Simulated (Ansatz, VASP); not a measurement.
**One calculation of Pb, two programs**

```
Pb
1.0
     3.29672    0.00000    0.00000
     0.00000    3.29672    0.00000
     0.00000    0.00000    3.29672
Pb
1
Direct
  0.00000 0.00000 0.00000
```

The cell was built by a generator and needn't be a form met in nature.

Alike in both runs: functional RPBE; k mesh 10 × 10 × 10; occupations fermi-dirac, width 0.1 eV; no spin polarisation.

Ansatz relaxed the structure, and its values are those at the end. VASP's run is a single point on that final structure, the one shown.

|  | VASP | Ansatz |
| --- | --- | --- |
| version | VASP 6.6.1 | Ansatz 0.2.0 |
| potentials or method | VASP PAW PBE potentials, release 64 (Pb_d) | plane waves (420 eV) with PAW, scalar-relativistic |
| plane-wave cutoff (eV) | 520 | 420 |
| valence electrons in the cell | 14 | 14 |

```tsv
	VASP	Ansatz	Ansatz less VASP
pressure (GPa)	0.0	0.0	+0.04
```

Caveats: the PAW data sets were made with another functional, which shifts forces and pressure a little (VASP). Spin-orbit coupling is left out, which matters for the levels of Pb.
